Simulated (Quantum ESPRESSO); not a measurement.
## Si3N4: equation of state with PBE

Crystal: Si3N4.

```
Si N
1.0
     4.13078    0.00000    0.00000
     0.00000    4.13078    0.00000
     0.00000    0.00000    4.13078
Si N
3 4
Direct
  0.00000 0.00000 0.50000
  0.50000 0.00000 0.00000
  0.00000 0.50000 0.00000
  0.23952 0.23952 0.76048
  0.76048 0.76048 0.76048
  0.23952 0.76048 0.23952
  0.76048 0.23952 0.23952
```

The cell was built by a generator and needn't be a form met in nature.

```json
{
 "Program": "Quantum ESPRESSO 7.5",
 "Task": "equation of state",
 "Functional": "PBE",
 "Potentials or basis": "SSSP 1.3 efficiency PBE",
 "Cutoff": "816 eV",
 "Density cutoff": "6531 eV",
 "k mesh": "7 × 7 × 7",
 "Occupations": "fermi-dirac, width 0.05 eV",
 "Spin": "no spin polarisation",
 "Mixing beta": "0.5",
 "Most SCF iterations": "120",
 "SCF threshold": "1.4e-09 Ry"
}
```

| Quantity | Value |
| --- | --- |
| Equilibrium volume | 10.08 Å³/atom |
| Bulk modulus at fixed shape and positions | 240 GPa |
| Pressure derivative of the bulk modulus | 4.1 |

Energy against volume, from the lowest point:
| volume (Å³/atom) | energy (meV/atom) |
| --- | --- |
| 9.465 | 30.97 |
| 9.667 | 13.46 |
| 9.868 | 3.37 |
| 10.069 | 0.00 |
| 10.271 | 2.66 |
| 10.472 | 10.80 |
| 10.673 | 23.87 |

All runs of the series together: 6.6 min on 1 thread of Arm Neoverse V1, with other jobs on the host.

Caveat: the cell was scaled at fixed shape and fractional positions, which overstates the stiffness of a crystal with free parameters, most of all of layers and chains.
